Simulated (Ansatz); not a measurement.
What a change of settings does to a run on Pd

The geometry is COD entry 9008478, unchecked; take it as a test cell. The listed cell was then made from it by scaling, straining or moving an atom.

First run: DFT, PBE, PAW with Ansatz's default frozen-core files, scalar-relativistic (Ansatz 0.2.0).

Command: `ansatz run input.yaml --threads 1 --pin off --max-ram 2048MiB --backend cpu --events-out ev --progress --plain --runs-dir out` The run took 4.1 s on 1 thread of Intel(R) Xeon(R) Platinum 8488C (Sapphire Rapids) (shared host), peak memory 0.46 GiB.

```yaml
crystal:
  lattice:
    - [0.0, 1.9596529294, 1.9157265]
    - [1.9596529294, 0.0, 1.9157265]
    - [1.9596529294, 1.9596529294, 0.0]
  atoms:
    - { symbol: Pd, position: [0.0, 0.0, 0.0] }
kpoints:
  mp_grid: { grid: [18, 18, 18] }
scf:
  occupations: { method: fermi_dirac, width: 0.05 }
hamiltonian:
  xc: pbe
  pseudopotentials: { kind: paw }
output:
  forces: true
  stress: true
  eigenvalues: true
  efg: { contact_densities: true }
```

Result: converged; pressure 7.63 GPa; no gap on the k mesh; 6 SCF iterations.

Spin polarisation is left out, and whether a magnetic state lies lower isn't shown here.

The input is then changed:

```diff
@@ -10,7 +10,9 @@
 scf:
   occupations: { method: fermi_dirac, width: 0.05 }
+  mixing: { preconditioner: kerker }
 hamiltonian:
   xc: pbe
   pseudopotentials: { kind: paw }
+  dispersion: d3bj
 output:
   forces: true
@@ -18,3 +20,7 @@
   eigenvalues: true
   efg: { contact_densities: true }
+  write_density: true
+  write_potential: true
+  elf: true
+  volumetric_format: npy
```

(1) Predict the outcome of the changed run.

Results:

(1) It converged; pressure 0.03 GPa; no gap on the k mesh; 6 SCF iterations.
